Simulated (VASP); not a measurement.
TiCo:

```
Co Ti
1.0
     2.98611    0.00000    0.00000
     0.00000    2.98611    0.00000
     0.00000    0.00000    2.98611
Co Ti
1 1
Direct
  0.50000 0.50000 0.50000
  0.00000 0.00000 0.00000
```

The cell comes from a database or a generator and needn't be the stable form of this composition.

| Item | Value |
| --- | --- |
| Program | VASP 6.6.1 |
| Task | single point |
| Functional | PBE |
| Potentials or basis | VASP PAW PBE potentials, release 64 (Co, Ti_sv) |
| Cutoff | 520 eV |
| k mesh | 9 × 9 × 9 |
| Occupations | fermi-dirac, width 0.05 eV |
| Spin | collinear spin, ferromagnetic start |
| Starting moments | [2.0, 1.0] μB |

On this cell: pressure -1.1 GPa; largest force zero by symmetry; net moment 0.79 μB per cell; site moments Co +0.88; Ti -0.03 μB; band gap on the k mesh none (metal or under the smearing width).

The same run follows on a disturbed copy (atoms moved at random, drawn with an rms of 0.05 Å):

```
CELL_PARAMETERS angstrom
2.98611 0.00000 0.00000
0.00000 2.98611 0.00000
0.00000 0.00000 2.98611
ATOMIC_POSITIONS crystal
Co 0.50552 0.50227 0.49660
Ti 0.00479 0.99145 0.99640
```

Task: What changes?

Result: The energy (extrapolated to zero smearing) moves by +1.3 meV/atom; pressure -1.1 GPa; largest force 0.161 eV/Å; net moment 0.79 μB per cell; site moments Co +0.88; Ti -0.03 μB; band gap on the k mesh none (metal or under the smearing width).

Forces on the atoms (eV/Å):
```
Co  -0.011 -0.160 -0.003
Ti   0.011  0.160  0.003
```
